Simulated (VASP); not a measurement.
A run of VASP 6.6.1 is set up as follows.

Contents of INCAR:

```
SYSTEM = Si
ALGO = Normal ; EDIFF = 1E-7
EDIFFG = -0.01 ; ENCUT = 600
GGA = PE ; IBRION = 2
ISIF = 4 ; ISMEAR = 1
LASPH = .True. ; LCHARG = .False.
LREAL = .False. ; LWAVE = .False.
NELM = 80 ; NSW = 40
PREC = Accurate ; SIGMA = 0.1
```

The input KPOINTS:

```
k-points
0
Gamma
  18 18 8
  0 0 0
```

Contents of POSCAR:

```
Si                                      
1.0
    2.7448964005      0.0000000000      0.0000000000
   -1.3724482002      2.3771500135      0.0000000000
    0.0000000000      0.0000000000      4.6520394594
  Si            
     2
Direct
     0.3333333300000021    0.6666666699999979    0.2500000000000000
     0.6666666699999979    0.3333333300000021    0.7500000000000000
```

Potentials or basis: VASP PAW PBE potentials, release 64 (Si).

The run is started by

```bash
$ cat potpaw_PBE.64/Si/POTCAR > POTCAR
$ mpirun -np 1 vasp_std > vasp.out
```

Problem. What does it give for the band gap on the k mesh?

Solution. None (metal or under the smearing width).

Stress tensor (GPa, compression positive):
```
-4.50  0.00  0.00
 0.00 -4.50  0.00
 0.00  0.00 -4.36
```

Caveat: the relaxation stopped at its first step, so nothing moved.
